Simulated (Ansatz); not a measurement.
# Si2Mo (I4/mmm) in Ansatz: settings compared

One crystal, Si2Mo, is run at these levels: BLYP, PBE; tasks: relaxation of cell and atoms, single point.

Program: Ansatz 0.2.0. These are calculated values, not measurements. Logs are shortened: lines on timing, memory, paths and dates and some standing lists are left out, and cuts for length are marked.

**1. Starting point**

It takes space group I4/mmm (No. 139, tetragonal). The conventional cell has a = 3.200 Å, b = 3.200 Å, c = 7.861 Å, α = 90.00°, β = 90.00°, γ = 90.00°. Mo (site symmetry 4/mmm) is surrounded by 10 Si at 2.62 Å. Around Si (site symmetry 4mm) lie 5 Si at 2.61 to 2.63 Å and 5 Mo at 2.62 Å.

**2. Relaxation of cell and atoms, BLYP**

input.yaml reads:

```yaml
crystal:
  lattice:
    - [-1.6, 1.6, 3.9305]
    - [1.6, -1.6, 3.9305]
    - [1.6, 1.6, -3.9305]
  atoms:
    - { symbol: Mo, position: [0.0, 0.0, 0.0] }
    - { symbol: Si, position: [0.667, 0.667, 0.0] }
    - { symbol: Si, position: [0.333, 0.333, 0.0] }
hamiltonian:
  xc: blyp
  pseudopotentials: { kind: paw }
kpoints:
  mp_grid: { grid: [12, 12, 12] }
scf:
  occupations: { method: fermi_dirac, width: 0.05 }
output:
  forces: true
  stress: true
relax:
  f_tol: 0.01
  max_steps: 40
  cell: { stress_tol: 0.05 }
```

Potentials or basis: Ansatz PAW.

On the command line:

```console
ansatz run input.yaml --threads 2 --pin off --max-ram 5632MiB --backend cpu --events-out ev --progress --plain --runs-dir out
```

Log:

```text
Warning: RAYON_NUM_THREADS=2 ignored (pool sized by the plan → 2); use --threads N
basis.fft_grid_basis auto: the FFT boxes are laid along the combinations [[1, 0, 1], [0, 1, 1], [0, 0, 1]] of the cell's own vectors, 3.200, 3.200 and 4.535 Å long. The dense box has 24×24×32 points. Along the cell's own vectors, as sized, it would have 32×32×32, 1.78 times as many. Of the 16 symmetry operations that the crystal satisfies within crystal.symmetry.tolerance (time reversal apart; of a slab, those that keep its plane) the dense box along the cell's own vectors carries 16, and the one as laid loses 12 of those. basis.fft_grid_basis: typed keeps the cell's own vectors: state it where this run's energies or levels are differenced outside the engine with another run's, or held beside a run that keeps those vectors.
Engine: ansatz 0.2.0, x86_64-unknown-linux-gnu
Pseudopotentials: kind: paw
Pseudopotential: Mo, paw, valence charge 14, recommended cutoff 420 eV (normal), Mo.paw.azcp
Pseudopotential: Si, paw, valence charge 4, recommended cutoff 420 eV (normal), Si.paw.azcp
Functional definition: BLYP
  parameter beta = 0.0042
  parameter a = 0.04918
  parameter b = 0.132
  parameter c = 0.2533
  parameter d = 0.349
  exchange = b88_x(beta = beta)
  correlation = lyp_c(a = a, b = b, c = c, d = d)
Crystal: 3 atoms, lattice volume = 40.248 Å³
Basis set: ecut = 420 eV, 769 PW (Γ), FFT grids on a1+a3, a2+a3, a3, exchange–correlation on 48×48×64 points (8 copies of the dense FFT grid, shifted against one another)
Bands: 15, of which v1, the nominal top of the filled ones, is band 11 counted from 1 (10 counted from 0)
Symmetry: 16 space group operations
Space group: I4/mmm (ITA 139), of the structure as read, at distance tolerance 3.4e-5 Å
k-points: 163 of 1728
Non-local potential: Mo, projectors of the file, l = 0: 3, l = 1: 2, l = 2: 2, l = 3: 1
Non-local potential: Si, projectors of the file, l = 0: 2, l = 1: 2, l = 2: 2
PAW form: soft (Blöchl's): semilocal exchange-correlation on the pseudo side does not see the compensation charge
PAW frozen core: Mo, regenerated for the run's functional, and the local potential with it (the file was generated under x = pbe(κ = 0.804, μ = 0.2195149727645171), c = pbe(β = 0.06672455060314922))
PAW frozen core: Si, regenerated for the run's functional, and the local potential with it (the file was generated under x = pbe(κ = 0.804, μ = 0.2195149727645171), c = pbe(β = 0.06672455060314922))
PAW one-centre angular grid: Mo, 590 points (default); XC on 64 Gauss nodes
PAW one-centre angular grid: Si, 110 points (default); XC on 64 Gauss nodes
Initial density: superposition of atomic densities (neutral atoms: chi_scale 0, normalization atom), corrected by the library's trained network
Initial wavefunctions: pseudopotential atomic-orbital guess
Functional: x = b88, c = lyp
SCF iter   1: F=—  HF=-6248.297754 eV  |F-HF|=—  |Δ(HF+E_count)|=         —  Δρ=9.64e-3  dr2=3.52e-2  ethr=1.77e-3  ⟨swp⟩=5.4  Hψ=14060  notcnv=0
preconditioner: auto → Kerker (q_TF=auto, 2.467 Å⁻¹)  [metal: Δε(μ)=0.099 eV  Ē_g=7.634 eV  σ=0.050 eV  W_gap=0.45  n_scr=10 (ndim 8)  ℏωp=21.9 eV  f_vac=0.000  D(μ)=0.29/eV (n_scr^D=0)]
SCF iter   2: F=—  HF=-6248.291673 eV  |F-HF|=—  |Δ(HF+E_count)|=   6.08e-3  Δρ=5.61e-3  dr2=1.31e-2  ethr=1.60e-4  ⟨swp⟩=2.0  Hψ=4299  notcnv=0
SCF iter   3: F=—  HF=-6248.288917 eV  |F-HF|=—  |Δ(HF+E_count)|=   2.76e-3  Δρ=1.84e-3  dr2=1.72e-3  ethr=5.94e-5  ⟨swp⟩=2.9  Hψ=4132  notcnv=0
SCF iter   4: F=—  HF=-6248.288502 eV  |F-HF|=—  |Δ(HF+E_count)|=   4.15e-4  Δρ=3.65e-4  dr2=3.27e-5  ethr=7.84e-6  ⟨swp⟩=2.9  Hψ=4025  notcnv=0
SCF iter   5: F=—  HF=-6248.288501 eV  |F-HF|=—  |Δ(HF+E_count)|=   1.52e-6  Δρ=4.79e-5  dr2=6.24e-7  ethr=1.49e-7  ⟨swp⟩=2.8  Hψ=4249  notcnv=0
SCF iter   6: F=-6248.288501 eV  HF=-6248.288501 eV  |F-HF|=2.69e-8  |Δ(HF+E_count)|=   4.52e-7  Δρ=1.17e-5  dr2=8.01e-8  ethr=4.55e-10  ⟨swp⟩=4.0  Hψ=7861  notcnv=0
SCF 1 converged in 6 iterations: F = -6248.288501 eV  dr2 = 8.01e-8
relax step   1: F+E_penalty+E_count = -6248.28850108 eV  Δ(F+E_penalty+E_count) = +0.000e0 eV  max|allowed force component| = 3.220e-1 eV/Å  Δτ_max = 0.0000 Å  P = +11.278 GPa  Ω = 40.248 Å³  (6 SCF iters, dr2 threshold 1.00e-7 eV, accepted)
Crystal: 3 atoms, lattice volume = 43.075 Å³
Basis set: ecut = 420 eV, 849 PW (Γ), FFT grids on a1+a3, a2+a3, a3, exchange–correlation on 48×48×64 points (8 copies of the dense FFT grid, shifted against one another)
Initial density: handed on by an earlier stage of this run
Initial wavefunctions: those handed on with the density
iter 1 solved again at ethr=3.66e-5 eV; its pass at ethr=3.10e-3 eV (dr2=8.05e-3 eV) is discarded
SCF iter   1: F=—  HF=-6248.375875 eV  |F-HF|=—  |Δ(HF+E_count)|=         —  Δρ=4.05e-3  dr2=8.21e-3  ethr=3.66e-5  ⟨swp⟩=1.0  Hψ=15857  notcnv=0
preconditioner: auto → Kerker (q_TF=auto, 2.439 Å⁻¹)  [metal: Δε(μ)=0.032 eV  Ē_g=7.205 eV  σ=0.050 eV  W_gap=0.16  n_scr=10 (ndim 8)  ℏωp=21.2 eV  f_vac=0.000  D(μ)=0.34/eV (n_scr^D=0)]
SCF iter   2: F=—  HF=-6248.374751 eV  |F-HF|=—  |Δ(HF+E_count)|=   1.12e-3  Δρ=2.03e-3  dr2=8.00e-4  ethr=3.66e-5  ⟨swp⟩=2.2  Hψ=2976  notcnv=0
SCF iter   3: F=—  HF=-6248.374939 eV  |F-HF|=—  |Δ(HF+E_count)|=   1.88e-4  Δρ=9.43e-4  dr2=2.06e-4  ethr=3.64e-6  ⟨swp⟩=1.6  Hψ=3233  notcnv=0
SCF iter   4: F=—  HF=-6248.375025 eV  |F-HF|=—  |Δ(HF+E_count)|=   8.64e-5  Δρ=1.40e-4  dr2=5.94e-6  ethr=9.35e-7  ⟨swp⟩=2.4  Hψ=3361  notcnv=0
SCF iter   5: F=-6248.375029 eV  HF=-6248.375029 eV  |F-HF|=1.20e-9  |Δ(HF+E_count)|=   3.70e-6  Δρ=1.69e-5  dr2=9.41e-8  ethr=1.36e-9  ⟨swp⟩=3.0  Hψ=9810  notcnv=0
SCF 2 converged in 5 iterations: F = -6248.375029 eV  dr2 = 9.41e-8
[... 24 lines left out ...]
SCF iter   2: F=—  HF=-6248.381792 eV  |F-HF|=—  |Δ(HF+E_count)|=   8.28e-6  Δρ=1.50e-4  dr2=7.65e-6  ethr=5.62e-8  ⟨swp⟩=1.6  Hψ=3283  notcnv=0
SCF iter   3: F=—  HF=-6248.381790 eV  |F-HF|=—  |Δ(HF+E_count)|=   1.95e-6  Δρ=2.90e-5  dr2=4.76e-7  ethr=3.48e-8  ⟨swp⟩=2.3  Hψ=4141  notcnv=0
SCF iter   4: F=-6248.381790 eV  HF=-6248.381790 eV  |F-HF|=1.30e-8  |Δ(HF+E_count)|=   6.59e-8  Δρ=1.03e-5  dr2=4.22e-8  ethr=1.36e-9  ⟨swp⟩=4.0  Hψ=7777  notcnv=0
SCF 5 converged in 4 iterations: F = -6248.381790 eV  dr2 = 4.22e-8
relax step   5: F+E_penalty+E_count = -6248.38178965 eV  Δ(F+E_penalty+E_count) = -1.823e-4 eV  max|allowed force component| = 5.651e-4 eV/Å  Δτ_max = 0.0018 Å  P = -0.011 GPa  Ω = 42.747 Å³  energy of the carried Pulay correction = -6.835e-4 eV  (4 SCF iters, dr2 threshold 3.00e-7 eV, accepted)
Crystal: 3 atoms, lattice volume = 42.746 Å³
iter 1 solved again at ethr=9.26e-10 eV; its pass at ethr=3.10e-3 eV (dr2=2.04e-7 eV) is discarded
SCF iter   1: F=—  HF=-6248.381795 eV  |F-HF|=—  |Δ(HF+E_count)|=         —  Δρ=2.40e-5  dr2=3.01e-7  ethr=9.26e-10  ⟨swp⟩=2.0  Hψ=14608  notcnv=0
SCF iter   2: F=—  HF=-6248.381791 eV  |F-HF|=—  |Δ(HF+E_count)|=   3.50e-6  Δρ=1.11e-5  dr2=5.67e-8  ethr=9.26e-10  ⟨swp⟩=2.4  Hψ=3466  notcnv=0
SCF iter   3: F=—  HF=-6248.381791 eV  |F-HF|=—  |Δ(HF+E_count)|=   1.69e-8  Δρ=3.46e-6  dr2=1.02e-8  ethr=2.58e-10  ⟨swp⟩=2.3  Hψ=4082  notcnv=0
SCF iter   4: F=-6248.381791 eV  HF=-6248.381791 eV  |F-HF|=1.65e-10  |Δ(HF+E_count)|=   2.64e-9  Δρ=8.57e-7  dr2=3.03e-10  ethr=2.93e-11  ⟨swp⟩=4.0  Hψ=7780  notcnv=0
SCF 6 converged in 4 iterations: F = -6248.381791 eV  dr2 = 3.03e-10
relax step   6: F+E_penalty+E_count = -6248.38179123 eV  Δ(F+E_penalty+E_count) = -1.574e-6 eV  max|allowed force component| = 2.381e-5 eV/Å  Δτ_max = 0.0000 Å  P = -0.000 GPa  Ω = 42.746 Å³  energy of the carried Pulay correction = -6.830e-4 eV  (4 SCF iters, dr2 threshold 6.44e-9 eV, accepted)
Initial wavefunctions: pseudopotential atomic-orbital guess (no wavefunctions were taken with the density)
iter 1 solved again at ethr=2.72e-8 eV; its pass at ethr=3.10e-3 eV (dr2=5.98e-6 eV) is discarded
SCF iter   1: F=—  HF=-6248.382691 eV  |F-HF|=—  |Δ(HF+E_count)|=         —  Δρ=1.33e-4  dr2=3.77e-7  ethr=2.72e-8  ⟨swp⟩=3.1  Hψ=21202  notcnv=0
SCF iter   2: F=—  HF=-6248.382724 eV  |F-HF|=—  |Δ(HF+E_count)|=   3.30e-5  Δρ=6.90e-5  dr2=1.04e-7  ethr=1.71e-9  ⟨swp⟩=2.0  Hψ=3496  notcnv=0
SCF iter   3: F=—  HF=-6248.382737 eV  |F-HF|=—  |Δ(HF+E_count)|=   1.26e-5  Δρ=2.22e-6  dr2=2.36e-9  ethr=4.72e-10  ⟨swp⟩=2.0  Hψ=3586  notcnv=0
SCF iter   4: F=—  HF=-6248.382737 eV  |F-HF|=—  |Δ(HF+E_count)|=   1.22e-9  Δρ=1.25e-6  dr2=8.27e-11  ethr=1.07e-11  ⟨swp⟩=2.9  Hψ=4127  notcnv=0
SCF iter   5: F=-6248.382737 eV  HF=-6248.382737 eV  |F-HF|=1.82e-12  |Δ(HF+E_count)|=   3.89e-9  Δρ=1.18e-7  dr2=8.04e-12  ethr=1.00e-12  ⟨swp⟩=5.4  Hψ=10204  notcnv=0
SCF 7 converged in 5 iterations: F = -6248.382737 eV  dr2 = 8.04e-12
relax step   7: F+E_penalty+E_count = -6248.38273695 eV  Δ(F+E_penalty+E_count) = -9.457e-4 eV  max|allowed force component| = 1.014e-4 eV/Å  Δτ_max = 0.0000 Å  P = +0.034 GPa  Ω = 42.746 Å³  stress off target by 3.78e-2 GPa  SCF on the basis re-selected at this cell (its energy is not comparable with the rows above)  (5 SCF iters)
basis re-selected at this cell: Δ(F+E_penalty+E_count) = -9.457e-4 eV, ΔP = +0.034 GPa vs the last step (what re-selecting the basis moved, of the pressure what is left beyond the Pulay correction that the steps carried, after the strain that the cell walked since its last selection, with what the two solves' SCF thresholds leave and, on support functions, any second-order correction that the steps lacked; it is no measure of the basis error at this ecutwfc). This SCF's stress stands 3.78e-2 GPa from its target on what of the cell is left free (relax.cell.stress_tol is 5.00e-2 GPa) and its largest allowed force component is 1.01e-4 eV/Å (relax.f_tol is 1.00e-2 eV/Å): within both
SCF converged after 5 iterations
Free energy (F): -6248.382737 eV
Harris-Foulkes:  -6248.382737 eV  (|F-HF|=1.82e-12)
Internal energy: -6248.380242 eV  (E = F + TS)
E sigma→0 (E₀):  -6248.381490 eV
Entropy (-TS):   -0.002495 eV (-0.832 meV/atom)
Fermi energy:    15.274056 eV
--- Per-component energies (eV) ---
  E_band       = -57.893700
  E_kinetic    = 527.954446
  E_local      = -1198.058090  (includes V_loc(G=0)·N_el)
  E_nonlocal   = 195.195047
  E_hartree    = 442.094092
  E_xc         = -290.512597
  E_vxc        = -318.151050  (∫ρ·V_xc dr)
  E_paw        = -4252.853503  (= ΣΔE_a)
  E_vpaw       = -149.022393  (= ΣTr[D̂ρ^β])
  E_aug_tail   = 0.000052  (compensation charges beyond the density's cutoff)
  E_ewald      = -1672.317035
  E_core_change = 0.117345  (= ΣΔE_core)
  E_smearing   = -0.002495  (= −TS)
  E_closure    = 0.000000  (closes the sum)
  Σ components = -6248.382737   (vs F -6248.382737, Δ=0.00e0)
--- Forces (eV/Å), atoms counted from 1 ---
  atom   1  Mo    -0.00000000     0.00000000     0.00000000
  atom   2  Si     0.00000000     0.00000000    -0.00010139
  atom   3  Si     0.00000000     0.00000000     0.00010139
  max |Σ_I F_I| component: 2.78e-17 eV/Å
--- Stress (GPa, compression-positive) ---
        0.037811       0.000000      -0.000000
        0.000000       0.037811       0.000000
       -0.000000      -0.000000       0.025202
  P = ⅓ Tr σ = 0.0336 GPa (0.336 kbar)
--- Relaxed structure (6 steps of the walk, 6 accepted, 1 SCFs on fresh bases) ---
  F+E_penalty+E_count = -6248.38273695 eV   max|allowed force component| = 1.014e-4 eV/Å   (the final SCF, on the basis selected at the relaxed cell)
  cell:  # Å, volume = 42.7455 Å³
    - [-1.6384707778252883, 1.6384707778252883, 3.9806434235467916]
    - [1.6384707778252883, -1.6384707778252883, 3.9806434235467916]
    - [1.6384707778252883, 1.6384707778252883, -3.9806434235467916]
  atoms:
    - { symbol: Mo, position: [-1.2872688304962925e-19, -1.2872688304963614e-19, -7.083933034238201e-33] }
    - { symbol: Si, position: [0.6634659096147836, 0.6634659096147836, 3.529209825489873e-33] }
    - { symbol: Si, position: [0.33653409038521653, 0.33653409038521653, 3.4957422640476076e-33] }
```

It took 15 s on 2 threads of Intel Xeon Platinum 8259CL at 2.50GHz (Skylake/Cascade Lake), shared host; peak memory 0.45 GiB.

What came out:

- Free energy: -6248.3827 eV
- Relaxed volume: 14.25 Å³/atom
- Relaxed cell: a = 4.606 Å, b = 4.606 Å, c = 4.606 Å, α = 138.32°, β = 138.32°, γ = 60.41°
- Space group after relaxing (to 0.05 Å): I4/mmm (No. 139)
- Energy gained by relaxing: 31.4 meV/atom
- Ionic steps: 7
- Pressure after relaxing: 0.0 GPa

Step by step:
```csv
step,energy change (eV),largest force (eV/Å),volume (Å³)
1,0.0000,0.3220,40.25
2,-0.0865,0.2291,43.08
3,-0.0923,0.1121,42.78
4,-0.0931,0.0324,42.72
5,-0.0933,0.0006,42.75
6,-0.0933,0.0000,42.75
7,-0.0942,0.0001,42.75
```

Final structure:
```cif
data_structure
_symmetry_space_group_name_H-M 'P 1'
_symmetry_Int_Tables_number 1
_cell_length_a 4.6059
_cell_length_b 4.6059
_cell_length_c 4.6059
_cell_angle_alpha 138.324
_cell_angle_beta 138.324
_cell_angle_gamma 60.408
_cell_volume 42.75
loop_
_atom_site_label
_atom_site_type_symbol
_atom_site_fract_x
_atom_site_fract_y
_atom_site_fract_z
_atom_site_occupancy
Mo1 Mo 0.00000 0.00000 0.00000 1
Si1 Si 0.66347 0.66347 0.00000 1
Si2 Si 0.33653 0.33653 0.00000 1
```

Caveat: the plane-wave basis is chosen anew once the cell has moved, so the energies of steps on either side of that aren't comparable; the PAW data sets come from PBE, with cores solved anew for the run's functional, which leaves a small shift of forces and pressure.

**3. Single point, PBE**

input.yaml, as its differences from that of step 2:

```diff
@@ -10,3 +10,3 @@
 hamiltonian:
-  xc: blyp
+  xc: pbe
   pseudopotentials: { kind: paw }
@@ -15,3 +15,3 @@
 scf:
-  occupations: { method: fermi_dirac, width: 0.05 }
+  occupations: { method: gaussian, width: 0.012 }
 output:
@@ -19,5 +19,2 @@
   stress: true
-relax:
-  f_tol: 0.01
-  max_steps: 40
-  cell: { stress_tol: 0.05 }
+  eigenvalues: true
```

Potentials or basis: Ansatz PAW.

On the command line:

```console
ansatz run input.yaml --threads 2 --pin off --max-ram 5632MiB --backend cpu --events-out ev --progress --plain --runs-dir out
```

Wall time 2.5 s (2 threads of Intel Xeon Platinum 8259CL at 2.50GHz (Skylake/Cascade Lake), shared host); peak memory 0.42 GiB.

The run converged. Its results:

- Free energy: -6229.1164 eV
- Pressure: 2.2 GPa
- Largest force: 0.276 eV/Å
- Band gap on the k mesh: none (metal or under the smearing width)

Forces on the atoms (eV/Å):
```
Mo   0.000  0.000  0.000
Si   0.000  0.000 -0.276
Si   0.000  0.000  0.276
```

Stress tensor (GPa, compression positive):
```
2.62 0.00 0.00
0.00 2.62 0.00
0.00 0.00 1.46
```

Levels at points of the mesh, in eV from the Fermi level:
```csv
k point,band 7,band 8,band 9,band 10,band 11,band 12,band 13,band 14,band 15
"(0.00, 0.00, 0.00)",-3.51,-3.07,-2.71,-2.71,0.36,3.03,3.06,3.59,3.59
"(0.00, 0.00, -0.50)",-5.75,-5.32,-4.54,-3.11,-1.19,2.27,2.66,2.96,3.20
"(0.00, -0.50, 0.00)",-4.96,-4.52,-2.66,-2.56,-0.57,2.22,2.98,3.98,4.21
"(-0.50, -0.50, -0.50)",-3.55,-2.33,-0.64,-0.64,-0.57,-0.57,0.50,4.57,5.11
```

**4. Single point, PBE**

input.yaml, as its differences from that of step 3:

```diff
@@ -15,3 +15,3 @@
 scf:
-  occupations: { method: gaussian, width: 0.012 }
+  occupations: { method: gaussian, width: 0.013 }
 output:
@@ -20 +20,5 @@
   eigenvalues: true
+  write_density: true
+  write_potential: true
+  elf: true
+  volumetric_format: npy
```

On the command line:

```console
ansatz run input.yaml --threads 2 --pin off --max-ram 5632MiB --backend cpu --events-out ev --progress --plain --runs-dir out
```

It took 3.8 s on 2 threads of Intel Xeon Platinum 8259CL at 2.50GHz (Skylake/Cascade Lake), shared host; peak memory 0.44 GiB.

Results (log left out):

- Free energy: -6229.1164 eV
- Pressure: 2.2 GPa
- Largest force: 0.276 eV/Å
- Band gap on the k mesh: none (metal or under the smearing width)

Forces in eV/Å, atoms in the order of the input:
```
Mo   0.000  0.000  0.000
Si   0.000  0.000 -0.276
Si   0.000  0.000  0.276
```

Stress tensor (GPa, compression positive):
```
2.62 0.00 0.00
0.00 2.62 0.00
0.00 0.00 1.47
```

Levels at points of the mesh, in eV from the Fermi level:
```
              k point  band 7  band 8  band 9  band 10  band 11  band 12  band 13  band 14  band 15
   (0.00, 0.00, 0.00)   -3.51   -3.07   -2.70    -2.70     0.36     3.03     3.07     3.59     3.59
  (0.00, 0.00, -0.50)   -5.75   -5.32   -4.54    -3.11    -1.19     2.27     2.66     2.96     3.20
  (0.00, -0.50, 0.00)   -4.96   -4.52   -2.66    -2.56    -0.57     2.22     2.98     3.98     4.21
(-0.50, -0.50, -0.50)   -3.55   -2.33   -0.63    -0.63    -0.57    -0.57     0.50     4.57     5.11
```

**5. Single point, PBE**

input.yaml, as its differences from that of step 4:

```diff
@@ -15,3 +15,3 @@
 scf:
-  occupations: { method: gaussian, width: 0.013 }
+  occupations: { method: gaussian, width: 0.014 }
 output:
@@ -20,5 +20 @@
   eigenvalues: true
-  write_density: true
-  write_potential: true
-  elf: true
-  volumetric_format: npy
```

On the command line:

```console
ansatz run input.yaml --threads 2 --pin off --max-ram 5632MiB --backend cpu --events-out ev --progress --plain --runs-dir out
```

Wall time 2.6 s (2 threads of Intel Xeon Platinum 8259CL at 2.50GHz (Skylake/Cascade Lake), shared host); peak memory 0.43 GiB.

The run converged. Its results:

```
Free energy            : -6229.1164 eV
Pressure               : 2.2 GPa
Largest force          : 0.276 eV/Å
Band gap on the k mesh : none (metal or under the smearing width)
```

Forces in eV/Å, atoms in the order of the input:
```
Mo   0.000  0.000  0.000
Si   0.000  0.000 -0.276
Si   0.000  0.000  0.276
```

Stress tensor (GPa, compression positive):
```
2.61 0.00 0.00
0.00 2.61 0.00
0.00 0.00 1.47
```

Levels at points of the mesh, in eV from the Fermi level:
| k point | band 7 | band 8 | band 9 | band 10 | band 11 | band 12 | band 13 | band 14 | band 15 |
| --- | --- | --- | --- | --- | --- | --- | --- | --- | --- |
| (0.00, 0.00, 0.00) | -3.51 | -3.06 | -2.70 | -2.70 | 0.36 | 3.03 | 3.07 | 3.59 | 3.59 |
| (0.00, 0.00, -0.50) | -5.75 | -5.32 | -4.54 | -3.11 | -1.19 | 2.27 | 2.66 | 2.96 | 3.20 |
| (0.00, -0.50, 0.00) | -4.96 | -4.52 | -2.66 | -2.55 | -0.56 | 2.22 | 2.98 | 3.98 | 4.21 |
| (-0.50, -0.50, -0.50) | -3.55 | -2.33 | -0.63 | -0.63 | -0.57 | -0.57 | 0.50 | 4.57 | 5.11 |

**6. Summary**

| task | level | cell | smearing | gap on the mesh (eV) | pressure (GPa) | largest force (eV/Å) |
| --- | --- | --- | --- | --- | --- | --- |
| relaxation of cell and atoms | BLYP | relaxed | fermi-dirac 0.05 eV | - | 0.0 | - |
| single point | PBE | as given | gaussian 0.012 eV | none | 2.2 | 0.28 |
| single point | PBE | as given | gaussian 0.013 eV | none | 2.2 | 0.28 |
| single point | PBE | as given | gaussian 0.014 eV | none | 2.2 | 0.28 |

Alike in all rows: potentials or basis Ansatz PAW; no spin polarisation; k mesh 12 × 12 × 12; cutoff (eV) 420.

Every run on the cell as given and a fine mesh finds a metal.

Caveats: the plane-wave basis is chosen anew once the cell has moved, so the energies of steps on either side of that aren't comparable (some runs); the PAW data sets come from PBE, with cores solved anew for the run's functional, which leaves a small shift of forces and pressure (some runs).

Absolute energies hang on the potentials; compare differences alone.
